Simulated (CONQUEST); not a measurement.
The system is KCl (Sylvite).

```
CELL_PARAMETERS angstrom
4.44978 0.00000 0.00000
0.00000 4.44978 0.00000
0.00000 0.00000 6.29294
ATOMIC_POSITIONS crystal
K 0.00000 0.00000 0.00000
K 0.50000 0.50000 0.50000
Cl 0.00000 0.00000 0.50000
Cl 0.50000 0.50000 0.00000
```

| Item | Value |
| --- | --- |
| Program | CONQUEST 1.3 |
| Task | single point |
| Functional | PBE |
| Potentials or basis | PseudoDojo NC PBE, DZP, grid cutoff 120 Ha |
| k mesh | 6 × 6 × 4 |
| Occupations | fermi-dirac, width 0.05 eV |
| Spin | no spin polarisation |

On this cell: pressure 0.8 GPa; largest force zero by symmetry; band gap on the k mesh 5.26 eV.

The same run follows on a disturbed copy (atoms moved at random, drawn with an rms of 0.05 Å):

```
K Cl
1.0
     4.44978    0.00000    0.00000
     0.00000    4.44978    0.00000
     0.00000    0.00000    6.29294
K Cl
2 2
Direct
  0.49837 0.48848 0.50034
  0.99837 0.98848 0.00034
  0.49820 0.49046 0.99256
  0.99820 0.99046 0.49256
```

Question: What does the disturbed cell give?

Answer: The energy moves by +1.5 meV/atom; pressure 0.8 GPa; largest force 0.082 eV/Å; band gap on the k mesh 5.26 eV.

Forces in eV/Å, atoms in the order of the input:
```
K   -0.001  0.016 -0.071
K   -0.001  0.016 -0.071
Cl  -0.004 -0.010  0.082
Cl  -0.004 -0.010  0.082
```

The forces don't sum to zero, so they hold noise of the program's grid.

Caveats: the box holds several primitive cells, so bands are folded and the points are those of the box's own zone; the basis of atomic orbitals isn't converged, which shifts pressures, moduli and gaps; the real-space grid breaks the cell's symmetry a little (some runs).

A k mesh can miss the band edges.
